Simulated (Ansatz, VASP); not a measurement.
## One calculation of Cu, two programs

INCAR

```
PREC = Accurate
ENCUT = 520
EDIFF = 1E-6
ISMEAR = 0
SIGMA = 0.15
LREAL = F
LASPH = T
NELM = 100
ALGO = Fast
ISIF = 2
LWAVE = F
LCHARG = F
GGA = PE
NBANDS = 18
```

File KPOINTS:

```
Automatic mesh
0
Gamma
  21 21 10
```

Contents of POSCAR:

```
Cu
1.0
    2.5672412656      0.0000000000      0.0000000000
   -1.2836206328      2.2232961536      0.0000000000
    0.0000000000      0.0000000000      4.1920560930
Cu
2
Direct
    0.3333333333      0.6666666667      0.2149336753
    0.6666666667      0.3333333333      0.7850663247
```

Input for Ansatz:

```yaml
crystal:
  lattice:
    - [2.5672412656, 0.0, 0.0]
    - [-1.2836206328, 2.2232961536, 0.0]
    - [0.0, 0.0, 4.192056093]
  atoms:
    - { symbol: Cu, position: [0.3333333333, 0.6666666667, 0.2149336753] }
    - { symbol: Cu, position: [0.6666666667, 0.3333333333, 0.7850663247] }
basis:
  ecutwfc: 520.0
kpoints:
  mp_grid: { grid: [21, 21, 10] }
hamiltonian:
  xc: pbe
  pseudopotentials: { kind: paw, azcp: { folder: soft_1 } }
scf:
  occupations: { method: gaussian, width: 0.15 }
output:
  forces: true
  stress: true
  eigenvalues: true
```

Change from the starting cell: mode 5 frozen in at +0.000 Å and mode 6 at -0.147 Å (largest displacements).

Alike in both runs: task single point; functional PBE; k mesh 21 × 21 × 10; occupations gaussian, width 0.15 eV; no spin polarisation.

```csv
,VASP,Ansatz
version,VASP 6.6.1,Ansatz 0.2.0
potentials or method,"VASP PAW PBE potentials, release 64 (Cu)","scalar-relativistic, plane waves, PAW"
plane-wave cutoff (eV),520,520
valence electrons in the cell,22,38
```

```csv
,VASP,Ansatz,Ansatz less VASP
gap on the k mesh at the Fermi level (eV),none,none,-
pressure (GPa),8.8,8.4,-0.38
largest component of the traceless stress (GPa),5.16,5.24,+0.082
rms of the force components (eV/Å),1.358,1.350,-0.0081
```

Atom by atom the forces differ by 0.008 eV/Å (rms over components). A gap of «none» marks a metal or a gap that the smearing closes. The two sets of potentials don't hold the same shells in valence.

Caveats: forces of over 1 eV/Å show positions far from the minimum, so gaps and moduli don't describe the material at rest.
